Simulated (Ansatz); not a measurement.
input.yaml (Ansatz)

```yaml
crystal:
  lattice:
    - [-1.3592068175, 1.3592068175, 1.3592068175]
    - [1.3592068175, -1.3592068175, 1.3592068175]
    - [1.3592068175, 1.3592068175, -1.3592068175]
  atoms:
    - { symbol: Mn, position: [0.0, 0.0, 0.0], spin: -0.839 }
hamiltonian:
  xc: pbe
  pseudopotentials:
    kind: paw
    azcp:
      Mn: "pseudopotentials/Mn.paw.azcp"
basis:
  ecutwfc: 420
  fft_grid_basis: typed
kpoints:
  mp_grid: { grid: [18, 18, 18], shift: [0, 0, 0] }
magnetization:
  spin_polarized: true
scf:
  occupations: { method: fermi_dirac, width: 0.05 }
  lower_state_search: "off"
output:
  stress: true
```

Terminal output

```
Engine: ansatz 0.2.0, x86_64-unknown-linux-gnu
Pseudopotentials: kind: paw
Pseudopotential: Mn, paw, valence charge 15, recommended cutoff 420 eV (normal) 
Functional definition: PBE
  parameter kappa = 0.804
  parameter beta = 0.06672455060314922
  exchange = pbe_x(kappa = kappa, mu = beta*pi^2/3)
  correlation = pbe_c(beta = beta)
Crystal: 1 atoms, lattice volume = 10.044 Å³
Basis set: ecut = 420 eV, 201 PW (Γ)
Bands: 12, of which v1, the nominal top of the filled ones, is band 8 counted from 1 (7 counted from 0)
Symmetry: 48 space group operations
Space group: Im-3m (ITA 229), of the structure as read, at distance tolerance 2.2e-5 Å
Magnetic group: BNS 229.140 (UNI 1642), of the structure as read, at distance tolerance 2.2e-5 Å
k-points: 195 of 5832
Non-local potential: Mn, projectors of the file, l = 0: 3, l = 1: 2, l = 2: 3, l = 3: 1
PAW form: soft (Blöchl's): semilocal exchange-correlation on the pseudo side does not see the compensation charge
PAW one-centre angular grid: Mn, 590 points (default); XC on 64 Gauss nodes
Initial density: superposition of atomic densities (chi_scale 0.1, normalization cell)
Starting moments: Σ|m| = 0.839 μB on 1 of 1 site
Initial wavefunctions: pseudopotential atomic-orbital guess
Functional: x = pbe(κ = 0.804, μ = 0.2195149727645171), c = pbe(β = 0.06672455060314922)
SCF iter   1: F=—  HF=-3898.977669 eV  |F-HF|=—  |Δ(HF+E_count)|=         —  Δρ=8.94e-2 (↑5.48e-2 ↓8.94e-2)  dr2=1.26e0  dr2_m=5.30e-2  M=-0.590 μB ∫|m|=0.591 μB  β_m=0.30  ethr=3.10e-3  ⟨swp⟩=3.9  Hψ=21630  notcnv=0
SCF iter   2: F=—  HF=-3898.644489 eV  |F-HF|=—  |Δ(HF+E_count)|=   3.33e-1  Δρ=2.15e-2 (↑2.15e-2 ↓1.69e-2)  dr2=2.17e-2  dr2_m=1.00e-2  M=-0.635 μB ∫|m|=0.636 μB  β_m=0.30  ethr=3.10e-3  ⟨swp⟩=3.3  Hψ=12178  notcnv=0  defer=13
SCF iter   3: F=—  HF=-3898.637171 eV  |F-HF|=—  |Δ(HF+E_count)|=   7.32e-3  Δρ=1.58e-2 (↑1.58e-2 ↓1.17e-2)  dr2=9.22e-3  dr2_m=6.58e-3  M=-0.623 μB ∫|m|=0.625 μB  β_m=0.30  ethr=1.45e-4  ⟨swp⟩=2.1  Hψ=6752  notcnv=0  defer=13
SCF iter   4: F=—  HF=-3898.634269 eV  |F-HF|=—  |Δ(HF+E_count)|=   2.90e-3  Δρ=7.33e-3 (↑7.33e-3 ↓6.49e-3)  dr2=1.55e-4  dr2_m=4.36e-3  M=-0.613 μB ∫|m|=0.617 μB  β_m=0.30  ethr=6.15e-5  ⟨swp⟩=3.5  Hψ=9609  notcnv=0  defer=13
SCF iter   5: F=—  HF=-3898.635907 eV  |F-HF|=—  |Δ(HF+E_count)|=   1.64e-3  Δρ=6.16e-3 (↑6.16e-3 ↓5.29e-3)  dr2=1.12e-4  dr2_m=3.00e-3  M=-0.604 μB ∫|m|=0.609 μB  β_m=0.30  ethr=1.03e-6  ⟨swp⟩=2.4  Hψ=6621  notcnv=0  defer=13
SCF iter   6: F=—  HF=-3898.636877 eV  |F-HF|=—  |Δ(HF+E_count)|=   9.70e-4  Δρ=4.88e-3 (↑4.88e-3 ↓4.77e-3)  dr2=1.38e-6  dr2_m=2.14e-3  M=-0.596 μB ∫|m|=0.602 μB  β_m=0.30  ethr=7.46e-7  ⟨swp⟩=1.8  Hψ=6094  notcnv=0  defer=13
SCF iter   7: F=—  HF=-3898.637449 eV  |F-HF|=—  |Δ(HF+E_count)|=   5.72e-4  Δρ=4.16e-3 (↑4.16e-3 ↓4.12e-3)  dr2=1.21e-7  dr2_m=1.58e-3  M=-0.589 μB ∫|m|=0.596 μB  β_m=0.30  ethr=6.67e-10  ⟨swp⟩=5.0  Hψ=17725  notcnv=0
Mixer restart at iter 7: flushing history
spin-set hold released at iteration 7 (site moments contracting): the magnetisation degrees of freedom join the quasi-Newton model from the next iteration; the mixer history was flushed
SCF iter   8: F=—  HF=-3898.637800 eV  |F-HF|=—  |Δ(HF+E_count)|=   3.51e-4  Δρ=3.61e-3 (↑3.61e-3 ↓3.58e-3)  dr2=8.11e-8  dr2_m=1.19e-3  M=-0.583 μB ∫|m|=0.590 μB  β_m=0.38  ethr=6.67e-10  ⟨swp⟩=4.9  Hψ=17086  notcnv=0
SCF iter   9: F=—  HF=-3898.638401 eV  |F-HF|=—  |Δ(HF+E_count)|=   6.01e-4  Δρ=2.12e-3 (↑2.07e-3 ↓2.12e-3)  dr2=4.12e-7  dr2_m=4.05e-4  M=-0.559 μB ∫|m|=0.568 μB  β_m=0.46  ethr=5.41e-10  ⟨swp⟩=5.2  Hψ=18255  notcnv=0
SCF iter  10: F=—  HF=-3898.638616 eV  |F-HF|=—  |Δ(HF+E_count)|=   2.15e-4  Δρ=1.10e-3 (↑1.10e-3 ↓9.22e-4)  dr2=2.67e-6  dr2_m=9.35e-5  M=-0.533 μB ∫|m|=0.542 μB  β_m=0.91  ethr=5.41e-10  ⟨swp⟩=3.2  Hψ=10788  notcnv=0  defer=13
SCF iter  11: F=—  HF=-3898.638806 eV  |F-HF|=—  |Δ(HF+E_count)|=   1.90e-4  Δρ=1.21e-3 (↑6.47e-4 ↓1.21e-3)  dr2=2.13e-4  dr2_m=8.82e-6  M=-0.497 μB ∫|m|=0.505 μB  β_m=0.61  ethr=5.41e-10  ⟨swp⟩=3.5  Hψ=11508  notcnv=0  defer=13
SCF iter  12: F=—  HF=-3898.638750 eV  |F-HF|=—  |Δ(HF+E_count)|=   5.64e-5  Δρ=6.95e-5 (↑6.33e-5 ↓6.95e-5)  dr2=6.79e-8  dr2_m=3.77e-7  M=-0.492 μB ∫|m|=0.500 μB  β_m=0.81  ethr=5.41e-10  ⟨swp⟩=2.8  Hψ=21550  notcnv=0
iter 13 did not close the SCF: its close was put off for a magnetic moment that had not settled (scf_convergence_deferred on its scf_iter line)
SCF iter  13: F=-3898.638751 eV  HF=-3898.638751 eV  |F-HF|=8.62e-8  |Δ(HF+E_count)|=   7.21e-7  Δρ=2.78e-5 (↑2.28e-5 ↓2.78e-5)  dr2=4.79e-10  dr2_m=5.87e-8  M=-0.492 μB ∫|m|=0.500 μB  β_m=0.90  ethr=4.53e-10  ⟨swp⟩=4.0  Hψ=14451  notcnv=0
SCF iter  14: F=-3898.638751 eV  HF=-3898.638751 eV  |F-HF|=5.93e-10  |Δ(HF+E_count)|=   1.35e-7  Δρ=1.91e-6 (↑1.75e-6 ↓1.91e-6)  dr2=1.06e-11  dr2_m=3.04e-10  M=-0.492 μB ∫|m|=0.499 μB  ethr=3.19e-12  ⟨swp⟩=1.7  Hψ=16135  notcnv=0
SCF 1 converged in 14 iterations: F = -3898.638751 eV  dr2 = 1.06e-11
SCF converged after 14 iterations
Magnetization: -0.4916 μB (7.2542 up, 7.7458 down)
Absolute magnetization: 0.4993 μB (∫|ρ↑−ρ↓|, with the PAW one-centre terms)
Spin contamination: 0.0018 ħ² per cell (⟨S²⟩ above its minimum at these occupations)
Per-site moments (μB) at R_I (Å): [(-0.4836144173371861, 0.9711137971853995)]
Free energy (F): -3898.638751 eV
Harris-Foulkes:  -3898.638751 eV  (|F-HF|=5.93e-10)
Internal energy: -3898.623456 eV  (E = F + TS)
E sigma→0 (E₀):  -3898.631103 eV
Entropy (-TS):   -0.015295 eV (-15.295 meV/atom)
Fermi energy:    22.369266 eV
--- Per-component energies (eV) ---
  E_band       = -133.691094
  E_kinetic    = 310.496503
  E_local      = -1489.473498  (includes V_loc(G=0)·N_el)
  E_nonlocal   = 236.489161
  E_hartree    = 625.353062
  E_xc         = -116.670903
  E_vxc        = -149.588478  (∫ρ·V_xc dr)
  E_paw        = -1296.121672  (= ΣΔE_a)
  E_vpaw       = -292.320730  (= ΣTr[D̂ρ^β])
  E_aug_tail   = -0.000010  (compensation charges beyond the density's cutoff)
  E_ewald      = -2168.696098
  E_smearing   = -0.015295  (= −TS)
  E_closure    = -0.000000  (closes the sum)
  Σ components = -3898.638751   (vs F -3898.638751, Δ=0.00e0)
--- Stress (GPa, compression-positive) ---
       24.435790      -0.000000       0.000000
       -0.000000      24.435790       0.000000
       -0.000000       0.000000      24.435790
  P = ⅓ Tr σ = 24.4358 GPa (244.358 kbar)
```

Command:

```sh
ansatz run input.yaml --threads 1 --pin off --max-ram 3584MiB --backend cpu --events-out ev --progress --plain --runs-dir out
```

On 1 thread of Intel(R) Xeon(R) Platinum 8259CL CPU @ 2.50GHz (Skylake/Cascade Lake) (shared host) this took about 10 s of wall time and 9.4 s of CPU time.
